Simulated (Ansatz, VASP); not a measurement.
## InSb: VASP beside Ansatz

Aim: how closely do two programs agree when they are given the same cell, functional and k mesh? The cell is taken from a series of VASP runs on this material, whose earlier steps may have relaxed, scaled or displaced it; both programs get it as it stands.

Main program and level: Ansatz 0.2.0; plane waves, with VASP 6.6.1 beside it; zone-centre phonons at LDA.

**1. The structure**

The structure is cubic, space group F-43m (No. 216). Conventional cell: a = 6.455 Å, b = 6.455 Å, c = 6.455 Å, α = 90.00°, β = 90.00°, γ = 90.00°. Nearest to Sb lie 4 In at 2.80 Å. In has 4 Sb at 2.80 Å nearest. Farther neighbours are not listed.

**2. Ansatz: zone-centre phonons, LDA**

Ansatz runs on its default PAW (the set named soft_2) files.

Second derivatives magnify differences that forces hide, and they need a tight electronic threshold.

input.yaml

```yaml
crystal:
  lattice:
    - [0.0, 3.2276287627, 3.2276287627]
    - [3.2276287627, 0.0, 3.2276287627]
    - [3.2276287627, 3.2276287627, 0.0]
  atoms:
    - { symbol: Sb, position: [0.75, 0.75, 0.75] }
    - { symbol: In, position: [0.0, 0.0, 0.0] }
hamiltonian:
  xc: lda
  pseudopotentials: { kind: paw }
kpoints:
  mp_grid: { grid: [10, 10, 10] }
scf:
  occupations: { method: gaussian, width: 0.05 }
phonons:
  method: dfpt
  qpoints: [[0, 0, 0]]
```

The run is started by

```console
ansatz run input.yaml --threads 4 --pin off --max-ram 9216MiB --backend cpu --events-out ev --progress --plain --runs-dir out
```

Numbers of over 12 decimals in the logs are rounded to 6 here.

The program printed:

```text
zone centre: on kpoints.mp_grid the ground state, and the responses unless they are solved on pairs of k-points, stand on 102 of the mesh's 1000 k-points, reduced under 8 symmetry operations, with k and −k counted as one. Each operation leaves every solved displacement unchanged or reverses it
Engine: ansatz 0.2.0, aarch64-unknown-linux-gnu
Pseudopotentials: kind: paw
Pseudopotential: Sb, paw, valence charge 15, recommended cutoff 420 eV (normal), Sb.paw.azcp
Pseudopotential: In, paw, valence charge 13, recommended cutoff 420 eV (normal), In.paw.azcp
Functional definition: SPW92
  exchange = slater_x
  correlation = pw_c
Crystal: 2 atoms, lattice volume = 67.248 Å³
Basis set: ecut = 420 eV, 1363 PW (Γ), exchange–correlation on 64×64×64 points (8 copies of the dense FFT grid, shifted against one another)
Bands: 18, of which v1, the nominal top of the filled ones, is band 14 counted from 1 (13 counted from 0)
Symmetry: 24 space group operations
k-points: 102 of 1000 (irreducible under 8 space group operations, time reversal used)
Non-local potential: Sb, projectors of the file, l = 0: 2, l = 1: 2, l = 2: 2, l = 3: 2
Non-local potential: In, projectors of the file, l = 0: 2, l = 1: 2, l = 2: 2, l = 3: 2
PAW form: soft (Blöchl's): semilocal exchange-correlation on the pseudo side does not see the compensation charge
PAW frozen core: Sb, regenerated for the run's functional, and the local potential with it (the file was generated under x = pbe(κ = 0.804, μ = 0.219515), c = pbe(β = 0.066725))
PAW frozen core: In, regenerated for the run's functional, and the local potential with it (the file was generated under x = pbe(κ = 0.804, μ = 0.219515), c = pbe(β = 0.066725))
PAW one-centre angular grid: Sb, 590 points (default); XC on 64 Gauss nodes
PAW one-centre angular grid: In, 590 points (default); XC on 64 Gauss nodes
Initial density: superposition of atomic densities (neutral atoms: chi_scale 0, normalization atom), corrected by the library's trained network
Initial wavefunctions: pseudopotential atomic-orbital guess
Functional: x = slater, c = lda
SCF iter   1: F=—  HF=-11793.165758 eV  |F-HF|=—  |Δ(HF+E_count)|=         —  Δρ=7.02e-3  dr2=2.14e-2  ethr=1.77e-3  ⟨swp⟩=6.1  Hψ=10262  notcnv=0
preconditioner: auto → none  [insulator: Δε(μ)=0.389 eV  Ē_g=13.953 eV  σ=0.050 eV  W_gap=0.67  n_scr=14 (ndim 8)  ℏωp=19.2 eV  f_vac=0.109  D(μ)=0.06/eV (n_scr^D=0)  ε∞_Penn≈2.9]
SCF iter   2: F=—  HF=-11793.157686 eV  |F-HF|=—  |Δ(HF+E_count)|=   8.07e-3  Δρ=2.23e-3  dr2=1.36e-3  ethr=7.64e-5  ⟨swp⟩=2.9  Hψ=4437  notcnv=0
SCF iter   3: F=—  HF=-11793.157682 eV  |F-HF|=—  |Δ(HF+E_count)|=   3.54e-6  Δρ=7.06e-4  dr2=1.63e-4  ethr=4.86e-6  ⟨swp⟩=2.0  Hψ=2527  notcnv=0
SCF iter   4: F=—  HF=-11793.157697 eV  |F-HF|=—  |Δ(HF+E_count)|=   1.49e-5  Δρ=1.57e-4  dr2=2.07e-5  ethr=5.82e-7  ⟨swp⟩=2.6  Hψ=2757  notcnv=0
SCF iter   5: F=—  HF=-11793.157687 eV  |F-HF|=—  |Δ(HF+E_count)|=   9.43e-6  Δρ=1.54e-5  dr2=1.60e-7  ethr=7.40e-8  ⟨swp⟩=2.0  Hψ=2753  notcnv=0
SCF iter   6: F=—  HF=-11793.157688 eV  |F-HF|=—  |Δ(HF+E_count)|=   7.95e-7  Δρ=2.20e-6  dr2=3.36e-9  ethr=5.71e-10  ⟨swp⟩=2.0  Hψ=2749  notcnv=0
SCF iter   7: F=—  HF=-11793.157688 eV  |F-HF|=—  |Δ(HF+E_count)|=   1.24e-9  Δρ=2.57e-7  dr2=3.71e-11  ethr=1.20e-11  ⟨swp⟩=2.0  Hψ=2233  notcnv=0
SCF iter   8: F=-11793.157688 eV  HF=-11793.157688 eV  |F-HF|=5.46e-12  |Δ(HF+E_count)|=  1.64e-11  Δρ=2.60e-8  dr2=4.18e-13  ethr=1.00e-12  ⟨swp⟩=6.0  Hψ=8541  notcnv=0
SCF 1 converged in 8 iterations: F = -11793.157688 eV  dr2 = 4.18e-13
  greatest PAW one-centre occupation: 0.998 electrons in one spin orbital (limit 2), on the Sb atom at site 0 (counted from 0), in its partial waves of l = 2
DFPT response loops at Γ: preconditioner auto → Kerker (q_TF=auto, 2.358 Å⁻¹) (partly filled bands, converged f_vac=0.093); β = 1.00, the filter's whole step (`scf.mixing.beta` (0.50) is not read by the response loops under this deck's `scf.mixing.preconditioner`; to damp them name `kerker` or `kerker_dos`, under which they read `scf.mixing.beta`, and type it under 1.00, their step now; both keys bind the ground state too); Broyden in place of MSR1
SCF converged after 8 iterations
Free energy (F): -11793.157688 eV
Harris-Foulkes:  -11793.157688 eV  (|F-HF|=5.46e-12)
Internal energy: -11793.157611 eV  (E = F + TS)
E sigma→0 (E₀):  -11793.157650 eV
Entropy (-TS):   -0.000077 eV (-0.039 meV/atom)
Fermi energy:    7.218686 eV
--- Per-component energies (eV) ---
  E_band       = -265.393409
  E_kinetic    = 453.127154
  E_local      = -3195.725522  (includes V_loc(G=0)·N_el)
  E_nonlocal   = 737.125415
  E_hartree    = 1369.713580
  E_xc         = -351.424725
  E_vxc        = -198.500058  (∫ρ·V_xc dr)
  E_paw        = -8443.193566  (= ΣΔE_a)
  E_vpaw       = -800.847604  (= ΣTr[D̂ρ^β])
  E_aug_tail   = 0.000023  (compensation charges beyond the density's cutoff)
  E_ewald      = -2363.623330
  E_core_change = 0.843360  (= ΣΔE_core)
  E_smearing   = -0.000077  (= −TS)
  E_closure    = 0.000000  (closes the sum)
  Σ components = -11793.157688   (vs F -11793.157688, Δ=0.00e0)
--- Band table (eV; the first three rows and the last of 102) ---
  k-point 0: bands = [... 10 lower, -3.6657, 6.8414, 7.2035, 7.2035, 7.2035, 10.1355, 10.1355, 10.1355]
  k-point 1: bands = [... 10 lower, -3.5730, 5.6228, 7.0596, 7.0596, 7.9524, 10.3323, 10.3337, 10.3337]
  k-point 2: bands = [... 10 lower, -3.3057, 4.1776, 6.7516, 6.7516, 8.0551, 10.7265, 10.7265, 11.2320]
  k-point 101: bands = [... 10 lower, -1.6249, 1.2784, 4.3347, 4.4496, 10.2736, 10.3822, 12.2072, 12.5552]
--- Phonons (Γ-DFPT): 2 representative perturbations + reference, on 102 of 1000 k-points (Σ response iterations 6) ---
  k mesh reduced under 8 symmetry operations, with k and −k counted as one. Each operation leaves every solved displacement unchanged or reverses it
  ASR residual: 1.353e-4 → 0.000e0 eV/Å²; symmetrization residual: 1.249e-5 eV/Å²
  ASR residual per site (eV/Å²): 7.39e-5 1.35e-4
  Γ frequencies (cm⁻¹): 0.00 0.00 0.00 176.09 176.09 176.09
  non-analytic LO–TO correction: not included (Born effective charges unavailable; polar crystals: no LO–TO splitting at Γ)
--- Phonons (arbitrary-q DFPT): 1 explicit q-point ---
  q = [0, 0, 0] (of the zone-centre solve; hermiticity 3.71e-6, symmetrization 4.49e-13): -0.00 -0.00 0.00 176.09 176.09 176.09
  sum rule: each row above includes the acoustic sum rule's correction from the zone centre's row sums; it moved no ω² by more than (0.57 cm⁻¹)²
```

The job ended after 11 s (4 threads of Arm Neoverse V2, shared host; peak memory 0.67 GiB; 41 s of CPU time).

In the SCF lines HF is the Harris–Foulkes energy and dr2 the Hartree energy of the density residual, in eV; the loop may stop once dr2 is under the threshold and the program's other checks hold. Hψ counts applications of the Hamiltonian.

**3. VASP: zone-centre phonons, LDA**

The same cell, functional (in two slightly different forms), mesh and smearing now go to VASP, with its own data sets and cutoff.

Lines of VASP's logs that name or quote its potential files are left out, and so is its time.

INCAR

```
SYSTEM = InSb
PREC = Accurate
ENCUT = 450
EDIFF = 1E-08
NELM = 100
ISMEAR = 0
SIGMA = 0.05
LREAL = .FALSE.
ALGO = Normal
GGA = CA
NBANDS = 15
LORBIT = 11
LWAVE = .FALSE.
LCHARG = .FALSE.
KPAR = 8
IBRION = 8
ISIF = 2
```

POSCAR

```
InSb
1.0
    0.0000000000      3.2276287627      3.2276287627
    3.2276287627      0.0000000000      3.2276287627
    3.2276287627      3.2276287627      0.0000000000
Sb In
1 1
Direct
    0.7500000000      0.7500000000      0.7500000000
    0.0000000000      0.0000000000      0.0000000000
```

KPOINTS

```
Automatic mesh
0
Gamma
10 10 10
0 0 0
```

Potentials, in the order of the species: Sb and In_d (LDA family, release 64).

The run is started by

```console
mpirun -np 8 vasp_std
```

The program printed:

```text
[banner, memory and clock lines left out]
running    8 mpi-ranks, on    1 nodes
 distrk:  each k-point on    1 cores,    8 groups
 distr:  one band on    1 cores,    1 groups

 POSCAR found type information on POSCAR SbIn
 POSCAR found :  2 types and       2 ions
|                                                                             |
|           W    W    AA    RRRRR   N    N  II  N    N   GGGG   !!!           |
|           W    W   A  A   R    R  NN   N  II  NN   N  G    G  !!!           |
|           W    W  A    A  R    R  N N  N  II  N N  N  G       !!!           |
|           W WW W  AAAAAA  RRRRR   N  N N  II  N  N N  G  GGG   !            |
|           WW  WW  A    A  R   R   N   NN  II  N   NN  G    G                |
|           W    W  A    A  R    R  N    N  II  N    N   GGGG   !!!           |
|                                                                             |
|     For optimal performance we recommend to set                             |
|       NCORE = 2 up to number-of-cores-per-socket                            |
|     NCORE specifies how many cores store one orbital (NPAR=cpu/NCORE).      |
|     This setting can greatly improve the performance of VASP for DFT.       |
|     The default, NCORE=1 might be grossly inefficient on modern             |
|     multi-core architectures or massively parallel machines. Do your        |
|     Unfortunately you need to use the default for GW and RPA                |
|     calculations (for HF NCORE is supported but not extensively tested      |
|     yet).                                                                   |
|                                                                             |

 LDA part: xc-table for (Slater(with rela. corr.)+CA(PZ))
 , standard interpolation
 POSCAR, INCAR and KPOINTS ok, starting setup
 FFT: planning ... GRIDC
 FFT: planning ... GRID_SOFT
 FFT: planning ... GRID
 WAVECAR not read
 entering main loop
       N       E                     dE             d eps       ncg     rms          rms(c)
DAV:   1     0.109957349880E+03    0.10996E+03   -0.73844E+03  1410   0.109E+03
DAV:   2    -0.149359093081E+01   -0.11145E+03   -0.10857E+03  1557   0.272E+02
DAV:   3    -0.817401776636E+01   -0.66804E+01   -0.66456E+01  1823   0.729E+01
DAV:   4    -0.836564568401E+01   -0.19163E+00   -0.19158E+00  1710   0.149E+01
DAV:   5    -0.837606878391E+01   -0.10423E-01   -0.10423E-01  2142   0.274E+00    0.439E+00
DAV:   6    -0.824856944408E+01    0.12750E+00   -0.15928E-01  2029   0.654E+00    0.248E+00
DAV:   7    -0.821753097208E+01    0.31038E-01   -0.69982E-02  1923   0.258E+00    0.546E-01
DAV:   8    -0.821581974999E+01    0.17112E-02   -0.71953E-03  1925   0.105E+00    0.312E-01
DAV:   9    -0.821590353082E+01   -0.83781E-04   -0.61756E-04  1725   0.235E-01    0.767E-02
DAV:  10    -0.821589368278E+01    0.98480E-05   -0.35728E-05  1785   0.459E-02    0.336E-02
DAV:  11    -0.821589754517E+01   -0.38624E-05   -0.95793E-06  1676   0.414E-02    0.213E-02
DAV:  12    -0.821589740077E+01    0.14439E-06   -0.67827E-07  2005   0.965E-03    0.540E-03
DAV:  13    -0.821589740847E+01   -0.76998E-08   -0.10782E-07  1662   0.334E-03    0.240E-03
DAV:  14    -0.821589740457E+01    0.39033E-08   -0.85395E-09  1496   0.112E-03
   1 F= -.82158974E+01 E0= -.82158588E+01  d E =-.771464E-04
 Linear response reoptimize wavefunctions to high precision
DAV:   1    -0.821589740476E+01   -0.18508E-09   -0.22572E-09  1559   0.324E-04
DAV:   2    -0.821589740476E+01   -0.68212E-12   -0.12003E-10   985   0.101E-04
 Linear response DOF=           2
 Linear response progress:
  Degree of freedom:   1/  2
       N       E                     dE             d eps       ncg     rms          rms(c)
RMM:   1    -0.291675884095E-01   -0.29168E-01    0.27545E-02  9433   0.149E+00
RMM:   2    -0.274431630646E-01    0.17244E-02   -0.13492E-04  8488   0.542E-01    0.869E-02
RMM:   3    -0.278014459692E-01   -0.35828E-03   -0.11004E-03  9454   0.185E-01    0.385E-02
RMM:   4    -0.278466890417E-01   -0.45243E-04   -0.91893E-05  9671   0.644E-02    0.108E-02
RMM:   5    -0.278640342492E-01   -0.17345E-04   -0.15382E-05  9600   0.255E-02    0.461E-03
RMM:   6    -0.278575487105E-01    0.64855E-05   -0.14534E-06  9843   0.726E-03    0.173E-03
RMM:   7    -0.278546968682E-01    0.28518E-05    0.17215E-08 10013   0.279E-03    0.689E-04
RMM:   8    -0.278547608663E-01   -0.63998E-07   -0.41593E-08 10291   0.922E-04    0.328E-04
RMM:   9    -0.278550570520E-01   -0.29619E-06   -0.69364E-08 10542   0.406E-04    0.449E-05
RMM:  10    -0.278549990708E-01    0.57981E-07   -0.34108E-08 10279   0.146E-04    0.378E-05
RMM:  11    -0.278550060124E-01   -0.69416E-08   -0.53774E-09 10919   0.652E-05    0.108E-05
 first order change of Fermi-energy   0.31083E-03
 force on displaced ion       1 direction 1 :  -6.814   0.000   0.000
 Linear response progress:
  Degree of freedom:   2/  2
       N       E                     dE             d eps       ncg     rms          rms(c)
RMM:   1    -0.236927242747E+00   -0.23693E+00   -0.11876E-01  6916   0.470E+00
RMM:   2    -0.239231922314E+00   -0.23047E-02   -0.11425E-02  8649   0.957E-01    0.710E-02
RMM:   3    -0.239194018455E+00    0.37904E-04   -0.13075E-03  9455   0.299E-01    0.351E-02
RMM:   4    -0.239055247748E+00    0.13877E-03   -0.14772E-04  9661   0.936E-02    0.179E-02
RMM:   5    -0.239012783197E+00    0.42465E-04    0.13145E-05 10198   0.370E-02    0.648E-03
RMM:   6    -0.239020059546E+00   -0.72763E-05   -0.60952E-06 10203   0.117E-02    0.206E-03
RMM:   7    -0.239028545159E+00   -0.84856E-05   -0.61727E-06 10135   0.368E-03    0.737E-04
RMM:   8    -0.239026754796E+00    0.17904E-05   -0.34468E-07 10268   0.154E-03    0.435E-04
RMM:   9    -0.239026222844E+00    0.53195E-06   -0.36925E-06 10395   0.631E-04    0.136E-04
RMM:  10    -0.239025617781E+00    0.60506E-06   -0.23883E-06 10290   0.296E-04    0.359E-05
RMM:  11    -0.239025531422E+00    0.86359E-07   -0.11716E-06 10584   0.142E-04    0.174E-05
RMM:  12    -0.239025431598E+00    0.99824E-07   -0.47403E-07 10889   0.729E-05    0.308E-06
RMM:  13    -0.239025430916E+00    0.68179E-09   -0.41056E-07 10486   0.397E-05    0.764E-06
RMM:  14    -0.239025391548E+00    0.39369E-07   -0.19124E-07  9515   0.244E-05    0.184E-06
RMM:  15    -0.239025394132E+00   -0.25843E-08   -0.94966E-08  8807   0.170E-05    0.620E-06
 first order change of Fermi-energy  -0.52247E-04
 force on displaced ion       2 direction 1 :  -6.842  -0.000  -0.000
 Linear response finished
```

(Continued in part 2 of 2.)

[Lines on the potential files, build, host, timing and source positions are cut from VASP's logs without a mark.]

[Logs are printed without paths, hosts, clocks, repeated set-up lines and the standing remarks that a program may print on its own settings, such as how far it seeks lower states.]

[Hosts, paths, dates, database ids (printed as entryN), source tags and the programs' standing remarks are cut or masked in the printed files.]
